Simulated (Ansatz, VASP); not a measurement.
# One calculation of Ge, two programs

```
Ge
1.0
    -2.48255    2.48255    1.35980
     2.48255   -2.48255    1.35980
     2.48255    2.48255   -1.35980
Ge
2
Cartesian
  2.4825 0.0000 0.6799
  0.0000 0.0000 1.3598
```

Alike in both runs: functional PBE; k mesh 18 × 18 × 18; occupations fermi-dirac, width 0.1 eV; no spin polarisation.

Ansatz relaxed the structure, and its values are those at the end. VASP's run is a single point on that final structure, the one shown.

|  | VASP | Ansatz |
| --- | --- | --- |
| version | VASP 6.6.1 | Ansatz 0.2.0 |
| potentials or method | VASP PAW PBE potentials, release 64 (Ge_d) | scalar-relativistic, plane waves, PAW |
| plane-wave cutoff (eV) | 520 | 420 |
| valence electrons in the cell | 28 | 28 |

|  | VASP | Ansatz | Ansatz less VASP |
| --- | --- | --- | --- |
| gap on the k mesh at the Fermi level (eV) | none | none | - |
| pressure (GPa) | 13.3 | 13.3 | -0.01 |

A gap of «none» marks a metal or a gap that the smearing closes. With one functional, cell and mesh, what is left measures potentials, basis and numerics.
